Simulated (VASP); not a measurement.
# Cd (R-3m) in VASP: settings compared, part 3 of 3

VASP 6.6.1. Earlier steps stand in the parts before.

### Step 7. Band structure, RPBE

The input, INCAR:

```
  ALGO = Normal
  EDIFF = 1E-6
  ENCUT = 500
  GGA = RP
  ISIF = 2
  ISMEAR = 1
  LASPH = T
  LCHARG = F
  LREAL = F
  LWAVE = F
  NELM = 60
  PREC = Accurate
  SIGMA = 0.1
```

The input, KPOINTS:

```
k-points
0
Gamma
  10 10 10
```

The input, POSCAR:

```
Cd
3.0735
    0.523191524809      0.302064767692      0.796904965024
   -0.523191524809      0.302064767692      0.796904965024
    0.000000000000     -0.604129535383      0.796904965024
Cd
1
Direct
    0.0000000000      0.0000000000      0.0000000000
```

The input, KPOINTS_OPT:

```
path GLB1,BZGX,QFP1Z,LP
15
line-mode
reciprocal
 0.0000000000  0.0000000000  0.0000000000  G
 0.5000000000  0.0000000000  0.0000000000  L

 0.5000000000  0.0000000000  0.0000000000  L
 0.5000000000  0.2624512957 -0.2624512957  B1

 0.7375487043  0.5000000000  0.2624512957  B
 0.5000000000  0.5000000000  0.5000000000  Z

 0.5000000000  0.5000000000  0.5000000000  Z
 0.0000000000  0.0000000000  0.0000000000  G

 0.0000000000  0.0000000000  0.0000000000  G
 0.3812256478  0.0000000000 -0.3812256478  X

 0.6187743522  0.3812256478  0.0000000000  Q
 0.5000000000  0.5000000000  0.0000000000  F

 0.5000000000  0.5000000000  0.0000000000  F
 0.6187743522  0.6187743522  0.2624512957  P1

 0.6187743522  0.6187743522  0.2624512957  P1
 0.5000000000  0.5000000000  0.5000000000  Z

 0.5000000000  0.0000000000  0.0000000000  L
 0.7375487043  0.3812256478  0.3812256478  P
```

Potentials or basis: VASP PAW PBE potentials, release 64 (Cd).

Run with:

```bash
$ cat potpaw_PBE.64/Cd/POTCAR > POTCAR
$ mpirun -np 1 vasp_std > vasp.out
```

OUTCAR:

```text
EDIFF = 1E-6
   ENCUT = 500
   GGA = RP
   ISIF = 2
   ISMEAR = 1
   LASPH = T
   LREAL = F
   NELM = 60
   PREC = Accurate

 ion  position               nearest neighbor table
   1  0.000  0.000  0.000-

  LATTYP: Found a trigonal (rhomboedric) cell.
 ALAT       =     3.0735461310
 COS(alpha) =     0.4525576903

  Lattice vectors:

 A1 = (   1.6080291515,   0.9283960635,   2.4492874100)
 A2 = (  -1.6080291515,   0.9283960635,   2.4492874100)
 A3 = (   0.0000000000,  -1.8567921270,   2.4492874100)

Analysis of symmetry for initial positions (statically):
=====================================================================
 Subroutine PRICEL returns:
 Original cell was already a primitive cell.

 Routine SETGRP: Setting up the symmetry group for a
 trigonal (rhombohedral) supercell.

 Subroutine GETGRP returns: Found 12 space group operations
 (whereof 12 operations were pure point group operations)
 out of a pool of 12 trial point group operations.

The static configuration has the point symmetry D_3d.

Analysis of symmetry for dynamics (positions and initial velocities):
=====================================================================
 Subroutine PRICEL returns:
 Original cell was already a primitive cell.

 Routine SETGRP: Setting up the symmetry group for a
 trigonal (rhombohedral) supercell.

 Subroutine GETGRP returns: Found 12 space group operations
 (whereof 12 operations were pure point group operations)
 out of a pool of 12 trial point group operations.

The dynamic configuration has the point symmetry D_3d.

 Subroutine INISYM returns: Found 12 space group operations
 (whereof 12 operations are pure point group operations),
 and found     1 'primitive' translations

----------------------------------------------------------------------------------------

                                     Primitive cell
[... 112 lines left out ...]
  Thomas-Fermi vector in A             =   2.467280
   LORBIT       =      0    0 simple, 1 ext, 2 COOP (PROOUT), +10 PAW based schemes
   GGA     = RP    functional components
   LHFCALC =     F    Hartree Fock is set to
   AEXX    =    0.0000 exact exchange contribution
   IVDW    =     0    specifies the selected vdW correction
   LEPSILON=     F    determine dielectric tensor
   LRPA    =     F    only Hartree local field effects (RPA)
 non-spin polarized calculation
 Methfessel and Paxton  Order N= 1 SIGMA  =   0.10
  energy-cutoff  :      500.00
  volume of cell :       21.94
 maximum number of plane-waves:       574
   NGX = 11   NGY = 11   NGZ = 11

 number of electron      11.9999997 magnetization

 Free energy of the ion-electron system (eV)
  ---------------------------------------------------
  ext. energy  EPLUGINS =         0.00000000
  ---------------------------------------------------
  free energy    TOTEN  =        -0.32332743 eV

  energy without entropy =       -0.32335473  energy(sigma->0) =       -0.32333653

 E-fermi :   2.9609     XC(G=0): -10.8312

 val. band max:        2.9328324164   @ k =   0.5000   0.1000   0.1000
 cond. band min:       3.1225940633   @ k =  -0.4000   0.1000  -0.0000
 fundamental gap:      0.1897616469
 Fermi energy:         2.9608788211

 k-point     1 :       0.0000    0.0000    0.0000
  band No.  band energies     occupation
      1      -6.3148      2.00000
      2      -6.3148      2.00000
      3      -6.1014      2.00000
      4      -5.7663      2.00000
      5      -5.7585      2.00000
      6      -5.7585      2.00000
      7      16.3995      0.00000
      8      17.1382      0.00000
      9      17.1382      0.00000
     10      19.9626      0.00000
[... 287 lines left out ...]
 k-point    24 :       0.4000    0.3000   -0.0000
  band No.  band energies     occupation
      1      -6.7165      2.00000
      2      -6.5089      2.00000
      3      -5.6277      2.00000
      4      -5.6267      2.00000
      5      -5.4238      2.00000
      6      -1.1386      2.00000
      7       8.2706      0.00000
      8       9.5638      0.00000
      9      11.7424      0.00000
     10      15.1141      0.00000

 [... further k-points ...]

------------------------ aborting loop because EDIFF is reached ----------------------------------------

  FORCE on cell =-STRESS in cart. coord.  units (eV):
  Direction    XX          YY          ZZ          XY          YZ          ZX
  --------------------------------------------------------------------------------------
  -------------------------------------------------------------------------------------
  Total        0.6331478      0.6331478      0.7634908     -0.0000000      0.0000000      0.0000000
  in kB       46.2378353     46.2378353     55.7565850     -0.0000000      0.0000000      0.0000000
  external PRESSURE =      49.4107519 kB  Pullay stress =       0.0000000 kB

 VOLUME and BASIS-vectors are now :
 -----------------------------------------------------------------------------
  energy-cutoff  :      500.00
  volume of cell :       21.94
      direct lattice vectors                 reciprocal lattice vectors
     1.608029152  0.928396064  2.449287410     0.310939637  0.179521083  0.136094005
    -1.608029152  0.928396064  2.449287410    -0.310939637  0.179521083  0.136094005
     0.000000000 -1.856792127  2.449287410     0.000000000 -0.359042166  0.136094005

 POSITION                                       TOTAL-FORCE (eV/Angst)
 -----------------------------------------------------------------------------------
      0.00000      0.00000      0.00000         0.000000      0.000000      0.000000
 -----------------------------------------------------------------------------------
    total drift:                               -0.000000      0.000000     -0.000000

  FREE ENERGIE OF THE ION-ELECTRON SYSTEM (eV)
  ---------------------------------------------------
  free  energy   TOTEN  =        -0.3233274275 eV

  energy  without entropy=       -0.3233547347  energy(sigma->0) =       -0.32333653
```

stdout:

```text
POSCAR found type information on POSCAR Cd
 POSCAR found :  1 types and       1 ions
 scaLAPACK will be used
 -----------------------------------------------------------------------------
|                                                                             |
|                                                                             |
|     You enforced a specific xc type in the INCAR file but a different       |
|     I HOPE YOU KNOW WHAT YOU ARE DOING!                                     |
|                                                                             |
 -----------------------------------------------------------------------------

 LDA part: xc-table for (Slater+PW92), standard interpolation
 POSCAR, INCAR and KPOINTS ok, starting setup
 FFT: planning ... GRIDC
 FFT: planning ... GRID_SOFT
 FFT: planning ... GRID
 WAVECAR not read
 entering main loop
 Start KPOINTS_OPT (optional k-point list driver)
k-point batch [1-116\135]
k-point batch [117-135\135]
```

Wall time 18 s (1 thread of AMD EPYC 9R45 (Zen 5), shared host); peak memory 0.13 GiB.

Results:

```yaml
Free_energy: -0.3233 eV
Pressure: 4.9 GPa
Band_gap_along_the_path: none (metal or under the smearing width)
```

Levels at the corners of the path, in eV from the Fermi level:
```csv
point,band 2,band 3,band 4,band 5,band 6,band 7,band 8,band 9,band 10
Γ,-9.28,-9.06,-8.73,-8.72,-8.72,13.44,14.18,14.18,17.00
L,-9.31,-9.04,-8.46,-8.33,-2.43,-1.59,12.52,12.55,14.01
L,-9.31,-9.04,-8.46,-8.33,-2.43,-1.59,12.52,12.55,14.01
B1,-9.22,-9.13,-8.69,-8.28,1.93,2.02,2.37,3.79,16.43
B,-9.22,-9.13,-8.69,-8.28,1.93,2.02,2.37,3.79,16.43
Z,-9.20,-9.20,-8.32,-8.32,-1.92,-0.44,11.53,11.53,12.32
Z,-9.20,-9.20,-8.32,-8.32,-1.92,-0.44,11.53,11.53,12.32
Γ,-9.28,-9.06,-8.73,-8.72,-8.72,13.44,14.18,14.18,17.00
Γ,-9.28,-9.06,-8.73,-8.72,-8.72,13.44,14.18,14.18,17.00
X,-9.40,-8.66,-8.55,-8.39,0.58,0.93,2.35,8.80,12.11
Q,-9.40,-8.66,-8.55,-8.39,0.58,0.93,2.35,8.80,12.11
F,-9.73,-8.42,-8.29,-8.24,-0.78,1.41,6.07,7.59,10.27
F,-9.73,-8.42,-8.29,-8.24,-0.78,1.41,6.07,7.59,10.27
P1,-9.32,-8.76,-8.68,-8.39,0.87,1.53,2.41,7.70,10.77
P1,-9.32,-8.76,-8.68,-8.39,0.87,1.53,2.41,7.70,10.77
Z,-9.20,-9.20,-8.32,-8.32,-1.92,-0.44,11.53,11.53,12.32
L,-9.31,-9.04,-8.46,-8.33,-2.43,-1.59,12.52,12.55,14.01
P,-9.32,-8.76,-8.68,-8.39,0.87,1.53,2.41,7.70,10.77
```

Caveat: the PAW data sets were made with another functional, which shifts forces and pressure a little.

### Step 8. The reference run

An earlier run on the cell as given: functional PBE; potentials or basis VASP PAW PBE potentials, release 64 (Cd); cutoff 520 eV; k mesh 10 × 10 × 10; occupations fermi-dirac, width 0.05 eV; no spin polarisation.

- Pressure: 2.3 GPa
- Band gap on the k mesh: none (metal or under the smearing width)

### Step 9. Overview

| task | level | cell | k mesh | cutoff (eV) | smearing | k mesh for the DOS | other keys | pressure (GPa) |
| --- | --- | --- | --- | --- | --- | --- | --- | --- |
| density of states | vdW-DF-cx | cell strained at random at fixed volume | 10 × 10 × 10 | 600 | methfessel-paxton 2 0.1 eV | 15 × 15 × 15 | ISMEAR = 2; SIGMA = 0.1; ENCUT = 600 | - |
| band structure | PBEsol | cell strained at random at fixed volume | 10 × 10 × 10 | 520 | methfessel-paxton 0.1 eV | - | ALGO = All | - |
| equation of state | optB88-vdW | as given | 10 × 10 × 10 | 500 | gaussian 0.05 eV | - | - | - |
| phonons | PBEsol+D3 | relaxed from: cell strained at random at fixed volume | 7 × 7 × 7 | 600 | methfessel-paxton 0.1 eV | - | - | - |
| band structure | RPBE | as given | 10 × 10 × 10 | 500 | methfessel-paxton 0.1 eV | - | - | 4.9 |
| single point | PBE | as given | 10 × 10 × 10 | 520 | fermi-dirac 0.05 eV | - | - | 2.3 |

Alike in all rows: potentials or basis VASP PAW PBE potentials, release 64 (Cd); no spin polarisation.

Caveats: the PAW data sets were made with another functional, which shifts forces and pressure a little (some runs).

Total energies depend on the potentials used, so only differences within one code and one set of settings carry meaning.
